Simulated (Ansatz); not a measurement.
## BaTe (h-MgO type) by several functionals

All numbers come from the PAW code Ansatz. Values at 0 K without nuclear motion; no magnetic order is allowed, and the phase may be a hypothetical one.

The cell is BaTe, h-MgO type; cell and atoms were relaxed with r2SCAN. The symmetry is P6_3/mmc (No. 194, hexagonal); conventional cell a = 5.974 Å, c = 7.002 Å, 54.10 Å³ an atom. Ba is surrounded by 5 Te at 3.45–3.50 Å; Te is surrounded by 5 Ba at 3.45–3.50 Å.

```cif
data_structure
_symmetry_space_group_name_H-M 'P6_3/mmc'
_symmetry_Int_Tables_number 194
_cell_length_a 5.9738
_cell_length_b 5.9738
_cell_length_c 7.0022
_cell_angle_alpha 90.000
_cell_angle_beta 90.000
_cell_angle_gamma 120.000
_cell_volume 216.41
loop_
_atom_site_label
_atom_site_type_symbol
_atom_site_symmetry_multiplicity
_atom_site_Wyckoff_symbol
_atom_site_fract_x
_atom_site_fract_y
_atom_site_fract_z
_atom_site_occupancy
Ba1 Ba 2 c 0.33333 0.66667 0.25000 1
Te1 Te 2 d 0.66667 0.33333 0.25000 1
```

Relaxed lattice by functional, symmetry kept:
```csv
functional,k mesh,a (Å),c (Å),volume (Å³/atom)
PBE,6×6×4,5.974,7.002,54.10
r2SCAN,6×6×4,5.974,7.002,54.10
PBEsol,6×6×4,5.880,6.883,51.52
```

Band edges at fixed r2SCAN geometry:
```
  level  k mesh  gap (eV)      kind  edges  least direct gap (eV)        rough cost
    LDA   6×6×4      1.83  indirect  Γ → K                   2.08   13 core-seconds
    PBE   6×6×4      1.96  indirect  Γ → K                   2.21   40 core-seconds
PBE+SOC   6×6×4      1.89  indirect  Γ → K                   2.08  120 core-seconds
 r2SCAN   6×6×4      2.31  indirect  Γ → K                   2.57   40 core-seconds
```
PBE: smearing of 0.02 eV; the others have fixed occupations.
Wave cutoffs: 420 eV, 500 eV (r2SCAN).
Costs come from shared machines and give only the order; PBE's includes the band path.

The r2SCAN gap is indirect, 2.31 eV (Γ to K), below the direct gap of 2.57 eV at K. Spin-orbit coupling changes the PBE gap by -0.08 eV, to 1.89 eV.

For gaps to 0.1 eV, spin-orbit coupling (up to 0.13 eV here) has to be included. All these functionals give a gap of the same kind, indirect.

PBE (ground state on 6×6×4): The clamped-ion dielectric constant comes out as 4.14 along x and y, 5.07 along z. Born charges, averaged over directions: Ba +2.26, Te -2.26 e.

Only the levels marked +SOC include spin-orbit coupling.
